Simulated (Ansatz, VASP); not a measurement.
## ZrC: VASP beside Ansatz

```
CELL_PARAMETERS angstrom
0.00000 2.31284 2.31284
2.31284 0.00000 2.31284
2.31284 2.31284 0.00000
ATOMIC_POSITIONS crystal
Zr 0.50000 0.50000 0.50000
C 0.00000 0.00000 0.00000
```

Alike in both runs: functional PBEsol; k mesh 18 × 18 × 18; occupations fermi-dirac, width 0.1 eV; no spin polarisation.

Ansatz relaxed the structure, and its values are those at the end. VASP's run is a single point on that final structure, the one shown.

```csv
,VASP,Ansatz
version,VASP 6.6.1,Ansatz 0.2.0
potentials or method,"VASP PAW PBE potentials, release 64 (Zr_sv, C)","PAW with Ansatz's default frozen-core files, scalar-relativistic"
plane-wave cutoff (eV),520,420
valence electrons in the cell,16,16
```

Ansatz gave:

```
pressure (GPa) : 7.0
```

Task: What did VASP give for the same quantities?

Result: Pressure (GPa): 7.4.

Caveats: the PAW data sets were made with another functional, which shifts forces and pressure a little (VASP).
